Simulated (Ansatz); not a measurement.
# BN: a strain scan

Aim: for BN, see how energy and stress answer to the strain pattern (0, 0, 0, 1, 0, 0).

Program: Ansatz 0.2.0. Level of theory: DFT PBE, scalar-relativistic, plane waves, PAW. These are calculated values, not measurements.

2 further runs of the same task are left out: 2 set aside as unsound or not needed. Runs told in other sessions of the task aren't counted.

## (1) Starting point

The structure is hexagonal, space group P6_3/mmc (No. 194). The conventional cell has a = 2.512 Å, b = 2.512 Å, c = 8.344 Å, α = 90.00°, β = 90.00°, γ = 120.00°. B (site symmetry -6m2) is surrounded by 3 N at 1.45 Å. N (site symmetry -6m2) is surrounded by 3 B at 1.45 Å.

Structure file:

```cif
data_structure
_symmetry_space_group_name_H-M 'P6_3/mmc'
_symmetry_Int_Tables_number 194
_cell_length_a 2.5122
_cell_length_b 2.5122
_cell_length_c 8.3437
_cell_angle_alpha 90.000
_cell_angle_beta 90.000
_cell_angle_gamma 120.000
_cell_volume 45.60
loop_
_atom_site_label
_atom_site_type_symbol
_atom_site_symmetry_multiplicity
_atom_site_Wyckoff_symbol
_atom_site_fract_x
_atom_site_fract_y
_atom_site_fract_z
_atom_site_occupancy
B1 B 2 c 0.33333 0.66667 0.25000 1
N1 N 2 d 0.33333 0.66667 0.75000 1
```

It is the result of an earlier relaxation at this level (volume 11.40 Å³/atom; gap on the mesh: 4.40 eV).

## (2) The reference cell

The reference gives a free energy of -1084.8611 eV, pressure 0.01 GPa, largest force 0.000 eV/Å and gap on the mesh 4.40 eV. It was computed beforehand with the settings of the runs below.

## (3) Next: a strain scan

The cell is strained by ε times the Voigt pattern (0, 0, 0, 1, 0, 0) (xx, yy, zz, yz, xz, xy; engineering shear), with fractional coordinates fixed (clamped ions). The stress on the pattern is the sum of the stress components weighted by it, tension positive.

## (4) ε = -0.0600

input.yaml

```yaml
crystal:
  lattice:
    - [2.5121751215, 0.0, 0.0]
    - [-1.2560875608, 2.175607474, -0.0652682242]
    - [0.0, -0.2503107301, 8.3436910039]
  atoms:
    - { symbol: B, position: [0.3333333333, 0.6666666667, 0.25] }
    - { symbol: B, position: [0.6666666667, 0.3333333333, 0.75] }
    - { symbol: "N", position: [0.3333333333, 0.6666666667, 0.75] }
    - { symbol: "N", position: [0.6666666667, 0.3333333333, 0.25] }
basis:
  ecutwfc: 420
kpoints:
  mp_grid: { grid: [12, 12, 4] }
hamiltonian:
  xc: pbe
scf:
  occupations: { method: gaussian, width: 0.05 }
output:
  forces: true
  stress: true
  eigenvalues: true
```

Started as:

```
ansatz run input.yaml --threads 1 --pin off --max-ram 2560MiB --backend cpu --events-out ev --progress --plain --runs-dir out
```

## (5) Point ε = 0.0450

Changes to input.yaml since step 4:

```diff
@@ -3,4 +3,4 @@
     - [2.5121751215, 0.0, 0.0]
-    - [-1.2560875608, 2.175607474, -0.0652682242]
-    - [0.0, -0.2503107301, 8.3436910039]
+    - [-1.2560875608, 2.175607474, 0.0489511682]
+    - [0.0, 0.1877330476, 8.3436910039]
   atoms:
```

## (6) At ε = -0.0300

Changes to input.yaml since step 5:

```diff
@@ -3,4 +3,4 @@
     - [2.5121751215, 0.0, 0.0]
-    - [-1.2560875608, 2.175607474, 0.0489511682]
-    - [0.0, 0.1877330476, 8.3436910039]
+    - [-1.2560875608, 2.175607474, -0.0326341121]
+    - [0.0, -0.1251553651, 8.3436910039]
   atoms:
```

## (7) ε = 0.0150

Changes to input.yaml since step 6:

```diff
@@ -3,4 +3,4 @@
     - [2.5121751215, 0.0, 0.0]
-    - [-1.2560875608, 2.175607474, -0.0326341121]
-    - [0.0, -0.1251553651, 8.3436910039]
+    - [-1.2560875608, 2.175607474, 0.0163170561]
+    - [0.0, 0.0625776825, 8.3436910039]
   atoms:
@@ -22 +22,5 @@
   eigenvalues: true
+  write_density: true
+  write_potential: true
+  elf: true
+  volumetric_format: npy
```

## (8) At ε = 0.0525

Changes to input.yaml since step 7:

```diff
@@ -3,4 +3,4 @@
     - [2.5121751215, 0.0, 0.0]
-    - [-1.2560875608, 2.175607474, 0.0163170561]
-    - [0.0, 0.0625776825, 8.3436910039]
+    - [-1.2560875608, 2.175607474, 0.0571096962]
+    - [0.0, 0.2190218889, 8.3436910039]
   atoms:
@@ -22,5 +22 @@
   eigenvalues: true
-  write_density: true
-  write_potential: true
-  elf: true
-  volumetric_format: npy
```

## (9) ε = 0.0375

Changes to input.yaml since step 8:

```diff
@@ -3,4 +3,4 @@
     - [2.5121751215, 0.0, 0.0]
-    - [-1.2560875608, 2.175607474, 0.0571096962]
-    - [0.0, 0.2190218889, 8.3436910039]
+    - [-1.2560875608, 2.175607474, 0.0407926401]
+    - [0.0, 0.1564442063, 8.3436910039]
   atoms:
```

## (10) ε = 0.0225

Changes to input.yaml since step 9:

```diff
@@ -3,4 +3,4 @@
     - [2.5121751215, 0.0, 0.0]
-    - [-1.2560875608, 2.175607474, 0.0407926401]
-    - [0.0, 0.1564442063, 8.3436910039]
+    - [-1.2560875608, 2.175607474, 0.0244755841]
+    - [0.0, 0.0938665238, 8.3436910039]
   atoms:
```

## (11) Point ε = 0.0075

Changes to input.yaml since step 10:

```diff
@@ -3,4 +3,4 @@
     - [2.5121751215, 0.0, 0.0]
-    - [-1.2560875608, 2.175607474, 0.0244755841]
-    - [0.0, 0.0938665238, 8.3436910039]
+    - [-1.2560875608, 2.175607474, 0.008158528]
+    - [0.0, 0.0312888413, 8.3436910039]
   atoms:
```

(Steps that only read results are left out.)

Before running it: what results should come out? Wanted: slope of the stress at ε = 0, from the points at -0.0300, 0 and 0.0075.

The runs gave:

| quantity | value |
| --- | --- |
| slope of the stress at ε = 0, from the points at -0.0300, 0 and 0.0075 | 0 GPa |

In words: The slope of the stress at zero strain, 0 GPa, estimates C44 with clamped ions in this Cartesian frame; letting the atoms relax could not make it stiffer. The step is wide, so higher orders mix in. The undisturbed cell stays the lowest of the sampled points. The gap on the mesh stays between 4.38 and 4.40 eV.
